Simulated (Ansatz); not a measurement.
A (111) slab of relaxed bulk Pt (Fm-3m, 15.64 Å³/atom, gap on the mesh 0.00 eV), 4 planes in a 6×1 cell with the lowest 2 held; added atoms sit on lattice sites of the next plane. A dipole correction is on. The surface energy is the mean of the held and the free face; step energies are per length and the mean of the stripe's two steps, which run along the shortest translation of the plane; step and island energies count from the flat slab and bulk atoms.

Level of theory: DFT PBE, scalar-relativistic, plane waves, PAW (Ansatz).

Cutoff 420 eV, Gaussian smearing of 0.10 eV, energies at zero smearing, symmetry of each start kept, no spin polarisation.

```tsv
start	atoms	k mesh	surface energy (J/m²)	step energy (meV/Å)
flat slab	24	2×12×1	1.45	-
stripe of 2 atoms	26	2×12×1	-	147
stripe of 3 atoms	27	2×12×1	-	137
```

Zero in every row: gap on the mesh (eV).

Spin-orbit coupling is left out, which matters for the bands of heavy elements.

Small energy differences in metals hang on the k mesh (about 10 mJ/m² or 1 to 2 meV/atom on the mesh of the relaxation).

Cost: 3 runs of about 89 core-minutes in all, on Intel Xeon Platinum 8375C (Ice Lake) (shared hosts).